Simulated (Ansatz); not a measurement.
Au under changes of volume

One of the cells (16.855 Å³/atom); the others are scaled copies at fixed shape and fractional positions:

```
Au
1.0
     0.00000    2.03500    2.03500
     2.03500    0.00000    2.03500
     2.03500    2.03500    0.00000
Au
1
Direct
  0.00000 0.00000 0.00000
```

- Program: Ansatz 0.2.0
- Functional: RPBE
- Dispersion: D4
- Potentials or basis: all-electron LAPW, Dirac moment of small components
- Cutoff: 268 eV (chosen from the basis error)
- Basis error allowed: 0.0005 eV/atom
- k mesh: 11 × 11 × 11
- Occupations: fermi-dirac, width 0.025 eV
- Spin: collinear spin, random start
- Starting moments: [-0.11] μB

```csv
volume (Å³/atom),energy over the lowest point (meV/atom),pressure (GPa)
15.843,?,?
16.181,34.34,11.7
16.518,14.45,7.3
16.855,3.38,3.3
17.192,0.00,-0.1
17.529,3.36,-3.1
17.866,12.59,-5.7
```

Q: What does the run at 15.843 Å³/atom give?

A: Energy over the lowest point 64.28 meV/atom; pressure 16.8 GPa.

Worked out: A Birch-Murnaghan fit of order 3 (a polynomial in V^(-2/3)) to the other rows has its minimum at 17.18 Å³/atom with B0 = V·E''(V) = 163 GPa and B' = 5.9. It gives 64.41 meV/atom at 15.843 Å³/atom, against the run's 64.28, and -dE/dV = 16.9 GPa, against 16.8.

Energies are extrapolated to zero smearing.

Caveats: pairwise dispersion overbinds metals, which lowers pressure and volume; the starting moments weren't kept.
